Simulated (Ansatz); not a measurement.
Data:

```yaml
crystal:
  lattice:
    - [5.71370, 0.00000, 0.00000]
    - [-2.85685, 4.94821, 0.00000]
    - [2.85685, 1.64940, 4.66522]
  atoms:
    - { symbol: Mg, position: [0.50000, 0.75000, 0.75000] }
    - { symbol: Mg, position: [0.00000, 0.00000, 0.00000] }
    - { symbol: Al, position: [0.25000, 0.37500, 0.37500] }
    - { symbol: Al, position: [0.75000, 0.37500, 0.37500] }
    - { symbol: Al, position: [0.25000, 0.87500, 0.37500] }
    - { symbol: Al, position: [0.75000, 0.37500, 0.87500] }
    - { symbol: O, position: [0.27744, 0.13872, 0.58384] }
    - { symbol: O, position: [0.77744, 0.61128, 0.61128] }
    - { symbol: O, position: [0.27744, 0.13872, 0.13872] }
    - { symbol: O, position: [0.77744, 0.16616, 0.61128] }
    - { symbol: O, position: [0.72256, 0.13872, 0.13872] }
    - { symbol: O, position: [0.22256, 0.61128, 0.16616] }
    - { symbol: O, position: [0.72256, 0.58384, 0.13872] }
    - { symbol: O, position: [0.22256, 0.61128, 0.61128] }
```

The cell is taken as given.

Transport runs along the normal of the first two printed cell vectors, the (111) plane of the conventional cell.

No gap correction and no spin-orbit coupling; mid-gap is the computed energy nearest the middle.

Task: Give the band gap and the smallest decay constant κ at mid-gap that r2SCAN run with Ansatz (a first-principles code) yields.

Result: Gap 6.21 eV on a 8×8×8 mesh; κ = 0.387 1/Å, at the zone centre.
